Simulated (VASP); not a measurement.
Crystal: TaN.

```xyz
4
Lattice="2.9218 0.0000 0.0000 -1.4609 2.5303 0.0000 0.0000 0.0000 5.9165" Properties=species:S:1:pos:R:3 pbc="T T T"
Ta    0.0000    0.0000    2.9583
Ta    0.0000    0.0000    0.0000
N     0.0000    1.6869    1.4791
N     1.4609    0.8434    4.4374
```

The cell comes from a database or a generator and needn't be the stable form of this composition.

Program: VASP 6.6.1. Alike in all runs: potentials or basis VASP PAW PBE potentials, release 64 (Ta_pv, N); cell as given; cutoff (eV) 520.

**Question.** Order these runs on this cell by their pressure, lowest first.
A. level PBEsol0; spin off; k mesh 5 × 5 × 3; smearing fermi-dirac 0.05 eV; further INCAR settings ALGO = Normal; EDIFF = 1e-06; grid for exact exchange (PRECFOCK) Fast; exchange at q = 0 truncated; mesh quality coarse
B. level PBEsol; spin off; k mesh 10 × 10 × 5; smearing gaussian 0.02 eV; further INCAR settings ALGO = Fast; EDIFF = 1e-06; mesh quality not flagged
C. level r2SCAN; spin SOC, no magnetisation; k mesh 7 × 7 × 4; smearing fermi-dirac 0.05 eV; further INCAR settings ALGO = Normal; EDIFF = 1e-06; mesh quality not flagged
D. level PBE; spin off; k mesh 10 × 10 × 5; smearing gaussian 0.02 eV; further INCAR settings ALGO = Fast; EDIFF = 1e-08; mesh quality not flagged

**Answer.** A (-16.8 GPa), B (-9.6 GPa), C (-3.9 GPa), D (-0.4 GPa).

Caveats: some runs use coarse meshes; the PAW data sets were made with another functional, which shifts forces and pressure a little (some runs); so large a pressure means that the cell lies far from this level's equilibrium, or that cutoff or potentials fall short (some runs); the potentials were made for another functional, which shifts forces and pressure (some runs).
